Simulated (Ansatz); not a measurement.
Harmonic frequencies (cm⁻¹) at PBE0-D4/def2-TZVPD from Ansatz: 18, 80, 139, 198, 223, 245, 275, 319, 325, 371, 450, 527, 540, 546, 601, 636, 653, 760, 978, 1076, 1151, 1175, 1185, 1244, 1322, 1324, 1344.

Each molecule was computed in one conformer, which needn't be the lowest.

(1) Which molecule is it?
A. `NC(N)=[NH2+]`
B. `c1cc[nH+]cc1`
C. `[O-]C(C(F)(F)F)C(F)(F)F`
D. `O=S(=O)([O-])C(F)(F)C(F)(F)F`

Answers

(1) D.
